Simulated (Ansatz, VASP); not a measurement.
## Ru: VASP beside Ansatz

```xyz
4
Lattice="2.6650 0.0000 0.0000 0.0000 2.6650 0.0000 0.0000 0.0000 22.6533" Properties=species:S:1:pos:R:3 pbc="T T T"
Ru    1.3325    1.3325    8.5000
Ru    0.0000    0.0000   10.3844
Ru    1.3325    1.3325   12.3112
Ru    0.0000    0.0000   14.0714
```

Alike in both runs: functional PBEsol; k mesh 11 × 11 × 1; occupations gaussian, width 0.1 eV; no spin polarisation.

Ansatz relaxed the structure, and its values are those at the end. VASP's run is a single point on that final structure, the one shown.

```csv
,VASP,Ansatz
version,VASP 6.6.1,Ansatz 0.2.0
potentials or method,"VASP PAW PBE potentials, release 64 (Ru_pv)","scalar-relativistic, plane waves, PAW"
plane-wave cutoff (eV),520,420
valence electrons in the cell,56,64
```

```csv
,VASP,Ansatz,Ansatz less VASP
gap on the k mesh at the Fermi level (eV),none,none,-
rms of the force components (eV/Å),0.466,0.466,0.0000
```

A gap of «none» marks a metal or a gap that the smearing closes. The functional is the same, so the differences come from potentials, cutoffs and numerics. The two sets of potentials don't hold the same shells in valence.

Caveats: the PAW data sets were made with another functional, which shifts forces and pressure a little (VASP).
